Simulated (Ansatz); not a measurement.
Runs of Ansatz 0.2.0 on Ba. All rows change the cell; the cell of one of them follows. It takes space group I4/mmm (No. 139, tetragonal). Conventional cell: a = 5.013 Å, b = 5.013 Å, c = 5.214 Å, α = 90.00°, β = 90.00°, γ = 90.00°. Around Ba (site symmetry 4/mmm) lie 8 Ba at 4.40 Å.

```tsv
task	level	cell	cutoff (eV)	basis error allowed	gap on the mesh (eV)	pressure (GPa)
single point	PBE	strain = 0.04	72	0.001 eV/atom	none	-0.3
single point	PBE	strain = 0.02	73	0.001 eV/atom	none	(a)
single point	PBE	strain = 0.01	74	0.001 eV/atom	none	-0.1
single point	PBEsol	cell strained at random at fixed volume	77	0.001 eV/atom	none	-0.7
```

Alike in all rows: potentials or basis all-electron LAPW, scalar-relativistic; no spin polarisation; k mesh 8 × 8 × 8; smearing fermi-dirac 0.05 eV.

**Question.** Fill in the values left out.

**Answer.** (a) -0.2.

A k mesh can miss the band edges, and the runs leave out spin-orbit coupling on Ba.

A gap of «none» marks a metal or a gap under the smearing width.
